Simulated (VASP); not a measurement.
Wanted: the native input for a VASP 6.6.1 run.

```yaml
Task: density of states
Functional: SCAN0
Dispersion: ULG
Potentials_or_basis: VASP PAW PBE potentials, release 64 (Mg)
Cutoff: 520 eV
k_mesh: 6 × 6 × 1
Occupations: tetrahedron
Spin: no spin polarisation
Dipole_correction: yes
Grid_for_exact_exchange_PRECFOCK: Fast
Exchange_at_q_=_0: default
Further_INCAR_settings: ALGO = Normal; EDIFF = 1e-06; NBANDS = 12
```

Mg, a slab with vacuum:

```
CELL_PARAMETERS angstrom
3.18539 0.00000 0.00000
-1.59269 2.75863 0.00000
0.00000 0.00000 22.69988
ATOMIC_POSITIONS crystal
Mg 0.66667 0.33333 0.33040
Mg 0.33333 0.66667 0.44376
Mg 0.66667 0.33333 0.55624
Mg 0.33333 0.66667 0.66960
```

The slab is cut from a database's or a generator's crystal, which needn't be the stable form of the element.

The cell isn't the ideal one: the (0 0 1) slab of Mg, cut from the database cell, not relaxed.

These files were run (other wordings do the same):

POSCAR

```
Mg
1.0
    3.1853886285      0.0000000000      0.0000000000
   -1.5926943142      2.7586274731      0.0000000000
    0.0000000000      0.0000000000     22.6998773267
Mg
4
Cartesian
    1.5926943142      0.9195424910      7.5000000000
    0.0000000000      1.8390849821     10.0732468744
    1.5926943142      0.9195424910     12.6266304523
    0.0000000000      1.8390849821     15.1998773267
```

INCAR.step1

```
ALGO     = Normal         # electronic algorithm
DIPOL    = 0.5 0.5 0.500
EDIFF    = 1E-5           # SCF threshold, eV
ENCUT    = 520            # plane-wave cutoff, eV
GGA      = PE             # functional
IDIPOL   = 3            
ISIF     = 2              # what is computed and relaxed
ISMEAR   = -1             # smearing method
LASPH    = T              # aspherical terms in the spheres
LCHARG   = F              # write CHGCAR
LDIPOL   = T            
LREAL    = F              # projectors in reciprocal space
LWAVE    = T              # write WAVECAR
NBANDS   = 12             # bands
NELM     = 100            # most SCF steps
PREC     = Accurate       # precision mode
SIGMA    = 0.05           # smearing width, eV
```

INCAR.step2

```
AEXX     = 0.25           # exact-exchange fraction
ALGO     = Normal         # electronic algorithm
DIPOL    = 0.5 0.5 0.500
EDIFF    = 1E-6           # SCF threshold, eV
ENCUT    = 520            # plane-wave cutoff, eV
IDIPOL   = 3            
ISIF     = 2              # what is computed and relaxed
ISMEAR   = -5             # smearing method
ISTART   = 1            
IVDW     = 3              # dispersion correction
LASPH    = T              # aspherical terms in the spheres
LCHARG   = F              # write CHGCAR
LDIPOL   = T            
LHFCALC  = T              # exact exchange
LMIXTAU  = T            
LORBIT   = 10             # projections on sites
LREAL    = F              # projectors in reciprocal space
LWAVE    = F              # write WAVECAR
METAGGA  = SCAN           # meta-GGA
NBANDS   = 12             # bands
NEDOS    = 1001           # points of the DOS
NELM     = 100            # most SCF steps
PREC     = Accurate       # precision mode
PRECFOCK = Fast         
SIGMA    = 0.05           # smearing width, eV
```

KPOINTS

```
k-points
0
Gamma
  6 6 1
```

Potentials or basis: VASP PAW PBE potentials, release 64 (Mg).

Run with:

```sh
$ cat potpaw_PBE.64/Mg/POTCAR > POTCAR
$ cp INCAR.step1 INCAR
$ mpirun -np 1 vasp_std > vasp.out
$ cp INCAR.step2 INCAR
$ mpirun -np 1 vasp_std > vasp.out
```

It gave:

```yaml
Largest_force: 0.151 eV/Å
Band_gap_on_the_k_mesh: none (metal or under the smearing width)
Valence_electrons_inside_the_program's_atomic_spheres: Mg 0.34, 0.35
Dispersion_energy_per_atom: -0.022 eV
```

Caveat: the k mesh is coarse (spacing up to 0.38 Å⁻¹), so the values aren't converged, least of all with exact exchange; atom-pairwise D2, TS and ULG terms overbind metals; the PAW data sets were made with another functional, which shifts forces and pressure a little; tetrahedron occupations give inexact forces and stress in metals.

Wall time 3.1 min on 1 thread of Intel(R) Xeon(R) Platinum 8375C CPU @ 2.90GHz (Ice Lake), with other jobs on the host, peak memory 0.34 GiB.
